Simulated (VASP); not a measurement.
A run of VASP 6.6.1:

File INCAR:

```
SYSTEM = MgTe
ALGO     = Normal         ! electronic algorithm
EDIFF    = 1E-7           ! SCF threshold, eV
EDIFFG   = -0.005         ! ionic threshold
ENCUT    = 600            ! plane-wave cutoff, eV
GGA      = PS             ! functional
IBRION   = 2              ! ionic algorithm
ISIF     = 3              ! what is computed and relaxed
ISMEAR   = 0              ! smearing method
LASPH    = .TRUE.         ! aspherical terms in the spheres
LCHARG   = .FALSE.        ! write CHGCAR
LREAL    = .FALSE.        ! projectors in reciprocal space
LWAVE    = .FALSE.        ! write WAVECAR
NELM     = 80             ! most SCF steps
NSW      = 90             ! ionic steps
PREC     = Accurate       ! precision mode
SIGMA    = 0.03           ! smearing width, eV
```

The input KPOINTS:

```
k-points
0
G
  8 8 8
  0 0 0
```

Contents of POSCAR:

```
MgTe                                    
1.0
    0.0000000000      3.2194527928      3.2194527928
    3.2194527928      0.0000000000      3.2194527928
    3.2194527928      3.2194527928      0.0000000000
  Mg              Te            
     1     1
Direct
     0.0000000000000000    0.0000000000000000    0.0000000000000000
     0.2500000000000000    0.2500000000000000    0.2500000000000000
```

Potentials or basis: VASP PAW PBE potentials, release 64 (Mg, Te).

The run is started by

```console
$ cat potpaw_PBE.64/Mg/POTCAR potpaw_PBE.64/Te/POTCAR > POTCAR
$ mpirun -np 1 vasp_std > vasp.out
```

Hardware: 1 thread of AMD EPYC 9R14 (Zen 4), with other jobs on the host.

Estimate the wall time of this run.

Wall time 19 s on 1 thread of AMD EPYC 9R14 (Zen 4), on a shared host, peak memory 0.19 GiB. Counts: scf iterations 19, k points 29, ion steps 2.
